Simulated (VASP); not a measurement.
## From an Ansatz input to VASP: AlN (strained rocksalt)

Ansatz input

```yaml
crystal:
  lattice:
    - [0.0, 1.9986797676, 1.9986797676]
    - [1.9986797676, 0.0, 1.9986797676]
    - [1.9986797676, 1.9986797676, 0.0]
  atoms:
    - { symbol: Al, position: [0.0, 0.0, 0.0] }
    - { symbol: "N", position: [0.5, 0.5, 0.5] }
kpoints:
  mp_grid: { grid: [10, 10, 10] }
  band_path:
    path:
      - [0.0, 0.0, 0.0]
      - [0.5, 0.0, 0.5]
      - [0.625, 0.25, 0.625]
      - [0.375, 0.375, 0.75]
      - [0.5, 0.5, 0.5]
      - [0.5, 0.25, 0.75]
      - [0.0, 0.5, 0.5]
    npoints: 1
hamiltonian:
  xc: r2scan
scf:
  occupations: { method: fixed }
  n_extra_bands: 4
output:
  forces: true
  stress: true
  eigenvalues: true
  write_density: true
  write_potential: true
  elf: true
  volumetric_format: npy
```

Q: Translate this input to VASP.

A: 

INCAR

```
LREAL = .FALSE.
NELM = 120
NSW = 0
LCHARG = .FALSE.
ISMEAR = 0
IBRION = -1
SIGMA = 0.01
ALGO = Normal
ISIF = 2
LWAVE = .FALSE.
LASPH = .TRUE.
METAGGA = R2SCAN
NBANDS = 11
PREC = Accurate
EDIFF = 1E-7
ENCUT = 520
```

KPOINTS

```
KPOINTS created by Atomic Simulation Environment
0
Gamma
10 10 10
0 0 0
```

KPOINTS_OPT

```
special points
7
Reciprocal
0.0000000000 0.0000000000 0.0000000000 1
0.5000000000 0.0000000000 0.5000000000 1
0.6250000000 0.2500000000 0.6250000000 1
0.3750000000 0.3750000000 0.7500000000 1
0.5000000000 0.5000000000 0.5000000000 1
0.5000000000 0.2500000000 0.7500000000 1
0.0000000000 0.5000000000 0.5000000000 1
```

POSCAR

```
Al N
 1.0000000000000000
     0.0000000000000000    1.9986797676000001    1.9986797676000001
     1.9986797676000001    0.0000000000000000    1.9986797676000001
     1.9986797676000001    1.9986797676000001    0.0000000000000000
 Al  N
   1   1
Cartesian
  0.0000000000000000  0.0000000000000000  0.0000000000000000
  1.9986797676000001  1.9986797676000001  1.9986797676000001
```

VASP ran with the recommended PBE PAW datasets (8 valence electrons in the cell). Other inputs would serve too.

```csv
,Ansatz,VASP
gap between bands v and c,5.83 eV,5.84 eV
least direct gap,6.99 eV,7.04 eV
pressure,8.8 GPa,8.0 GPa
```

Datasets and cutoffs are each program's own. VASP's cell holds 8 valence electrons and Ansatz's 8. Ansatz's stress includes a Pulay correction; VASP's doesn't.
